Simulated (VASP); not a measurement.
SrO: single point with HSE06

SrO:

```
CELL_PARAMETERS angstrom
0.00000 2.79228 2.79228
2.79228 0.00000 2.79228
2.79228 2.79228 0.00000
ATOMIC_POSITIONS crystal
Sr 0.00000 0.00000 0.00000
O 0.25000 0.25000 0.25000
```

The cell was built by a generator and needn't be a form met in nature.

```json
{"Program": "VASP 6.6.1", "Task": "single point", "Functional": "HSE06", "Potentials or basis": "VASP PAW PBE potentials, release 64 (Sr_sv, O)", "Cutoff": "520 eV", "k mesh": "4 × 4 × 4", "Occupations": "gaussian, width 0.01 eV", "Spin": "no spin polarisation"}
```

| Quantity | Value |
| --- | --- |
| Pressure | 0.1 GPa |
| Band gap on the k mesh | 3.86 eV, indirect (least direct gap 4.74 eV) |

Levels at points of the mesh, in eV from the valence-band top:
| k point | band 4 | band 5 | band 6 | band 7 | band 8 | band 9 | band 10 | band 11 | band 12 | band 13 |
| --- | --- | --- | --- | --- | --- | --- | --- | --- | --- | --- |
| (0.00, 0.00, 0.00) | -14.77 | -14.77 | -0.89 | -0.89 | -0.89 | 3.86 | 9.78 | 9.78 | 11.15 | 11.15 |
| (0.50, 0.00, 0.00) | -14.87 | -13.93 | -0.74 | -0.55 | -0.55 | 6.77 | 8.60 | 9.28 | 9.28 | 11.71 |
| (0.50, 0.50, 0.00) | -15.02 | -13.57 | -1.47 | -0.01 | -0.01 | 5.99 | 7.27 | 11.49 | 11.73 | 11.73 |

Wall time 3.2 min on 1 thread of Intel(R) Xeon(R) 6975P-C (Granite Rapids) (shared host), peak memory 0.27 GiB.

Caveat: the k mesh is coarse (spacing up to 0.49 Å⁻¹), so the values aren't converged, least of all with exact exchange; the PAW data sets were made with another functional, which shifts forces and pressure a little. A k mesh can miss the band edges.
